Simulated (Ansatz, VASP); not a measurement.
# HgTe: VASP beside Ansatz

```
CELL_PARAMETERS angstrom
0.00000 3.07712 3.07712
3.07712 0.00000 3.07712
3.07712 3.07712 0.00000
ATOMIC_POSITIONS crystal
Hg 0.00000 0.00000 0.00000
Te 0.48781 0.51219 0.51219
```

Change from the starting cell: all Te atoms moved +0.075 Å, as atom 2 along Cartesian [1 0 0].

Alike in both runs: task single point; functional PBE; k mesh 14 × 14 × 14; occupations gaussian, width 0.15 eV; no spin polarisation.

|  | VASP | Ansatz |
| --- | --- | --- |
| version | VASP 6.6.1 | Ansatz 0.2.0 |
| potentials or method | VASP PAW PBE potentials, release 64 (Hg, Te) | scalar-relativistic, plane waves, PAW |
| plane-wave cutoff (eV) | 520 | 420 |
| valence electrons in the cell | 18 | 36 |

Ansatz gave:

```
gap on the k mesh at the Fermi level (eV)       : none
pressure (GPa)                                  : -0.2
largest component of the traceless stress (GPa) : 0.19
rms of the force components (eV/Å)              : 0.070
```

**Question.** Estimate VASP's values.

**Answer.** gap on the k mesh at the Fermi level (eV): none; pressure (GPa): -0.1; largest component of the traceless stress (GPa): 0.19; rms of the force components (eV/Å): 0.071.

Atom by atom the forces differ by 0.001 eV/Å (rms over components). A gap of «none» marks a metal or a gap that the smearing closes. The functional is the same, so the differences come from potentials, cutoffs and numerics. The two sets of potentials don't hold the same shells in valence.

Spin-orbit coupling is left out, which matters for the levels of Hg, Te.
